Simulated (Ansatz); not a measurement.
# Ge, before and after

The cell of Ge is invented: random cell by space group and Wyckoff sites (Immm, No. 71). Lengths were set from tabulated atomic sizes, so they are only a guess.

start:

Space group Immm (No. 71). a = 3.008 Å, b = 3.035 Å, c = 4.135 Å, α = 90.00°, β = 90.00°, γ = 90.00°
```json
{"atom": "Ge", "site": "2b", "symmetry": "mmm", "x": "0.5000", "y": "0.0000", "z": "0.0000"}
```

Method: DFT PBE, scalar-relativistic, plane waves, PAW in Ansatz. Cutoff 420 eV, Gaussian smearing, Γ-centred meshes. Cell and atoms relax first on a coarse mesh and then on a finer one. In between, the cell is made exact in the group found at 0.06 Å. In metals the finer mesh still leaves noise of several meV/atom or more. The steps can't lower the symmetry of their start. No spin polarisation.

end:

Space group I4/mmm (No. 139). a = 3.215 Å, b = 3.215 Å, c = 3.751 Å, α = 90.00°, β = 90.00°, γ = 90.00°
| atom | site | symmetry | x | y | z |
| --- | --- | --- | --- | --- | --- |
| Ge | 2b | 4/mmm | 0.0000 | 0.0000 | 0.5000 |

The symmetry goes from Immm (No. 71) to I4/mmm (No. 139). The end has the indium (bct) type. The volume per atom grows by 2.7 %, from 18.9 to 19.4 Å³. The shortest distance goes from 2.97 Å (Ge–Ge) to 2.95 Å (Ge–Ge). The end is written in a standard setting, so origin, axes and order of atoms can differ from the start's.

| Item | Value |
| --- | --- |
| Volume per atom | 19.39 Å³ |
| Density | 6.22 g/cm³ |
| Energy over the standard state | +0.32 eV/atom |
| Gap on the 24×24×24 mesh of the 1-atom cell | 0 eV (a metal) |

Energies count from the standard state of Ge at the same level. So it is a metastable form at best.

The last run used Gaussian smearing of 0.10 eV. A later test with randomly moved atoms led to a structure 85 meV/atom lower, so this end is a saddle point or a shallow minimum. In all, the 3 runs took 110 s on 1 thread of Intel(R) Xeon(R) Platinum 8259CL CPU @ 2.50GHz (Skylake/Cascade Lake), with other jobs on the host.
